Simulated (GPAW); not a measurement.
# TiO (P6_3/mmc) in GPAW: single point with LDA

Aim: the single point of TiO with LDA.

Program: GPAW 26.7.0. These are calculated values, not measurements. Logs are shortened: lines on timing, memory, paths and dates and some standing lists are left out, and cuts for length are marked. The log counts tension as positive stress, the text compression.

**1. Starting point**

Symmetry: P6_3/mmc, No. 194, hexagonal system. Conventional cell: a = 2.852 Å, b = 2.852 Å, c = 5.568 Å, α = 90.00°, β = 90.00°, γ = 120.00°. Ti (site symmetry -6m2) is surrounded by 6 O at 2.16 Å. Around O (site symmetry -3m) lie 6 Ti at 2.16 Å.

The cell comes from a database or a generator and needn't be the stable form of this composition.

**2. Single point, LDA**

run.py reads:

```python
from ase import Atoms
from ase.dft.bandgap import bandgap
from ase.io import write
from ase.units import GPa
from gpaw import GPAW, PW

atoms = Atoms(['Ti', 'Ti', 'O', 'O'],
              cell=[[2.8516080131, 0.0, 0.0],
                    [-1.4258040066, 2.469564981, 0.0],
                    [0.0, 0.0, 5.567503]],
              scaled_positions=[[0.6666666667, 0.3333333333, 0.75],
                                [0.3333333333, 0.6666666667, 0.25],
                                [0.0, 0.0, 0.5],
                                [0.0, 0.0, 0.0]],
              pbc=True)

calc = GPAW(mode=PW(600),
            xc='LDA',
            kpts={'size': (9, 9, 4), 'gamma': True},
            occupations={'name': 'fermi-dirac', 'width': 0.05},
            nbands=34,
            maxiter=120,
            txt='gpaw.txt')
atoms.calc = calc
energy = atoms.get_potential_energy()
forces = atoms.get_forces()
stress = atoms.get_stress()
calc.write('gs.gpw')
write('result.traj', atoms)
print(f'Energy: {energy:.6f} eV')
print('Forces (eV/A):')
print(forces.round(4))
print('Stress (GPa):', (stress / GPa).round(3))
print('Fermi level:', round(calc.get_fermi_level(), 4), 'eV')
print(f'Gap: {bandgap(calc)[0]:.4f} eV, direct: {bandgap(calc, direct=True)[0]:.4f} eV')
```

Potentials or basis: the program's PAW data sets (release 1.2.1) made for this functional, pw.

Launch:

```sh
> OMP_NUM_THREADS=1 python run.py
```

gpaw.txt:

```text
__  _  _
 | _ |_)|_||  |
 |__||  | ||/\| - 26.7.0

Input parameters:
  mode=PW(ecut=600.0),
  kpts=MonkhorstPack(size=(9, 9, 4), gamma=True),
  maxiter=120,
  nbands=34,
  occupations=Occupations(name='fermi-dirac', width=0.05),
  xc=XC(name='LDA')

Diagonalizing LCAO Hamiltonian
Converting LCAO to pw mode

           Ti

       O
        Ti

       O

Atoms  # Å, Bohr magnetons
|   | symbol |         x |        y |        z |    initial magnetic moments |
|---|--------|-----------|----------|----------|-----------------------------|
| 0 |     Ti |  1.425804 | 0.823188 | 4.175627 | ( 0.0000,  0.0000,  0.0000) |
| 1 |     Ti | -0.000000 | 1.646377 | 1.391876 | ( 0.0000,  0.0000,  0.0000) |
| 2 |      O |  0.000000 | 0.000000 | 2.783752 | ( 0.0000,  0.0000,  0.0000) |
| 3 |      O |  0.000000 | 0.000000 | 0.000000 | ( 0.0000,  0.0000,  0.0000) |

Unit cell  # Å
| periodic |         x |        y |        z |  lengths |     angles |
|----------|-----------|----------|----------|----------|------------|
|      yes |  2.851608 | 0.000000 | 0.000000 | 2.851608 |  90.000000 |
|      yes | -1.425804 | 2.469565 | 0.000000 | 2.851608 |  90.000000 |
|      yes |  0.000000 | 0.000000 | 5.567503 | 5.567503 | 120.000000 |

Number of symmetries: 12
Symmetry operations  # r_c * U_cc + t_c -> r_c
|    | kind |            matrix            |
|----|------|------------------------------|
|  0 |  σ   |  1, 1, 0,  0,-1, 0,  0, 0, 1 |
|  1 |  S6  |  1, 1, 0, -1, 0, 0,  0, 0,-1 |
|  2 |  E   |  1, 0, 0,  0, 1, 0,  0, 0, 1 |
|  3 |  C2  |  1, 0, 0, -1,-1, 0,  0, 0,-1 |
|  4 |  C2  |  0, 1, 0,  1, 0, 0,  0, 0,-1 |
|  5 |  C3  |  0, 1, 0, -1,-1, 0,  0, 0, 1 |
|  6 |  S6  |  0,-1, 0,  1, 1, 0,  0, 0,-1 |
|  7 |  σ   |  0,-1, 0, -1, 0, 0,  0, 0, 1 |
|  8 |  σ   | -1, 0, 0,  1, 1, 0,  0, 0, 1 |
|  9 |  i   | -1, 0, 0,  0,-1, 0,  0, 0,-1 |
| 10 |  C3  | -1,-1, 0,  1, 0, 0,  0, 0, 1 |
| 11 |  C2  | -1,-1, 0,  0, 1, 0,  0, 0,-1 |

BZ-sampling:
  Number of BZ points: 324
  Number of IBZ points: 43

  Monkhorst-Pack size: [9, 9, 4]
  Monkhorst-Pack shift: [0.0, 0.0, 0.125]

K-points  # in reciprocal-cell coordinates
|     |                                coordinates |     weight |
|-----|--------------------------------------------|------------|
|   0 | (  0.00000000,   0.00000000,   0.00000000) | 0.00308642 |
|   1 | (  0.00000000,   0.00000000,   0.25000000) | 0.00617284 |
|   2 | (  0.00000000,   0.00000000,   0.50000000) | 0.00308642 |
|   3 | (  0.11111111,   0.00000000,  -0.25000000) | 0.01851852 |
|   4 | (  0.11111111,   0.00000000,   0.00000000) | 0.01851852 |
|   5 | (  0.11111111,   0.00000000,   0.25000000) | 0.01851852 |
|   6 | (  0.11111111,   0.00000000,   0.50000000) | 0.01851852 |
|   7 | (  0.22222222,  -0.11111111,   0.00000000) | 0.01851852 |
|   8 | (  0.22222222,  -0.11111111,   0.25000000) | 0.03703704 |
|   9 | (  0.22222222,  -0.11111111,   0.50000000) | 0.01851852 |
| ... |                                            |            |
|  42 | (  0.44444444,   0.44444444,   0.50000000) | 0.01851852 |

Plane wave coefficients: 1322
Cutoff: 600.0 eV

Spin-components: 1 (collinear spins)
Bands:           34
Projectors:      22
Spin-degeneracy: 2
Datatype:        complex128

Parallelization:
  kpt:    1
  domain: 1
  band:   1

Density:
  Valence electrons: 36.0
  Components: 1
  Grid points: [18 18 32]
  Charge: 0.0  # |e|

Potential:
  Grid points: [18 18 32]

species:
  Ti:
    name:    Titanium
    Z:       22.0
    valence: 12
    core:    10
    charge:  0.0  # [|e|]
    compensation charges:
      type: gauss
      rc: 0.38  # [Å]
      lmax: 2
    cutoffs:
      filter: 2.23  # [Å]
      core: 1.02  # [Å]
    projectors
    | kind |    occ | energy [eV] | rcut [Å] |
    |------|--------|-------------|----------|
    |   3s |  2.000 |     -62.257 |    1.270 |
    |   4s |  2.000 |      -4.593 |    1.270 |
    |   3p |  6.000 |     -38.791 |    1.058 |
    |   4p |  0.000 |      -1.536 |    1.058 |
    |   3d |  2.000 |      -4.463 |    1.058 |
    |    d |        |      22.748 |    1.058 |

    Using partial waves for Ti as LCAO basis

  O:
    name:    Oxygen
    Z:       8.0
    valence: 6
    core:    2
    charge:  0.0  # [|e|]
    compensation charges:
      type: gauss
      rc: 0.21  # [Å]
      lmax: 2
    cutoffs:
      filter: 1.17  # [Å]
      core: 0.83  # [Å]
    projectors
    | kind |    occ | energy [eV] | rcut [Å] |
    |------|--------|-------------|----------|
    |   2s |  2.000 |     -23.752 |    0.688 |
    |   2p |  4.000 |      -9.195 |    0.598 |
    |    s |        |       3.459 |    0.688 |
    |    p |        |      18.016 |    0.598 |
    |    d |        |       0.000 |    0.619 |

    Using partial waves for O as LCAO basis

Reference energy: -50403.714255  # eV

eigensolver:
  PPCG
  Converge bands: occupied
  niter=2

density mixing:
  MSR1-Mixer
  Pratt-step length: 0.05
  Maximum mixing coefficient: 0.75
  Old densities: 10
  SVD Regularization: 0.005
  Good broyden scale: 1.0
  Trust region scale: 1.0
  Backstep threshold: 4.0
  History deletion threshold: 6.0
  Fourier metric: weight=20.0, sigma=0.015

occupation numbers:
  Fermi-Dirac:
    width: 0.0500  # eV

poisson solver:
  ecut: 4800.0  # eV

xc functional:
  name: None

convergence criteria:
- Maximum [total energy] change in last 3 cyles: 0.0005 eV / valence electron
- Maximum integral of absolute [dens]ity change: 0.0001 electrons / valence electron
- Maximum integral of absolute [eigenst]ate change: 4e-08 eV^2 / valence electron
maximum number of iterations: 120

SCF iterations
|iter     | |      energy | eigst |  dens |
|---------|-|-------------|-------|-------|
|iter:   1| |  -39.087852 | +0.08 |       |
|iter:   2| |  -38.474943 | -2.19 | -1.06 |
|iter:   3| |  -37.232734 | -1.45 | -1.12 |
|iter:   4| |  -37.225560 | -3.13 | -1.64 |
|iter:   5| |  -37.231073c| -3.42 | -1.86 |
|iter:   6| |  -37.231021c| -4.43 | -2.70 |
|iter:   7| |  -37.231016c| -6.03 | -3.38 |
|iter:   8| |  -37.231017c| -7.28 | -3.98 |
|iter:   9| |  -37.231018c| -8.33c| -4.52c|

Converged in 9 steps
Energy contributions relative to reference atoms: (reference = -50403.714255)

Energy contributions:
  Kinetic:          26.421577
  Coulomb:         -27.210518
  Zero:              0.191826
  External:          0.000000
  Xc:              -36.629725
  Entropy:          -0.008356
  Spinorbit:         0.000000
  ----------------------------
  Free energy:     -37.235196
  Extrapolated:    -37.231018

dipole moment: (-7.981550, -13.824450, -15.583243)  # |e|*Ang

Fermi level: 11.679
Eigenvalues  # (at kpt = [0.000, 0.000, 0.000])
| band index |      eig [eV] | occ [0-2] |
|------------|---------------|-----------|
|          0 |       -45.605 |     2.000 |
|        ... |               |           |
|         11 |         5.796 |     2.000 |
|         12 |         5.796 |     2.000 |
|         13 |         6.255 |     2.000 |
|         14 |         6.255 |     2.000 |
|         15 |         6.319 |     2.000 |
|         16 |         9.600 |     2.000 |
[... 8 lines left out ...]
|         25 |        14.494 |     0.000 |
|         26 |        14.494 |     0.000 |
|        ... |               |           |
|         33 |        38.030 |     0.000 |

No gap
No difference between direct/indirect transitions

Forces  # eV/Ang
|        x |        y |        z |
|----------|----------|----------|
|  0.00000 | -0.00000 | -0.00000 |  # Ti   0
| -0.00000 |  0.00000 |  0.00000 |  # Ti   1
| -0.00000 |  0.00000 |  0.00000 |  # O    2
| -0.00000 | -0.00000 |  0.00000 |  # O    3

Stress tensor  # eV/Ang^3
|        x |        y |        z |
|----------|----------|----------|
| 0.125723 | 0.000000 | 0.000000 |
| 0.000000 | 0.125723 | 0.000000 |
| 0.000000 | 0.000000 | 0.149873 |

# Writing to gs.gpw (mode='')
```

Run time: 27 s. Hardware: 1 thread of Intel Xeon Platinum 8488C (Sapphire Rapids), shared host; peak memory 0.19 GiB.

Results:

- Free energy: -37.2352 eV
- Pressure: -21.4 GPa
- Band gap on the k mesh: none (metal or under the smearing width)

Caveat: the cutoff is short for stress and forces, so pressures can be off by a GPa or more; so large a pressure means that the cell lies far from this level's equilibrium, or that cutoff or potentials fall short; semilocal functionals often make such compounds metallic where correlation or magnetic order opens a gap, which also shifts bond lengths.
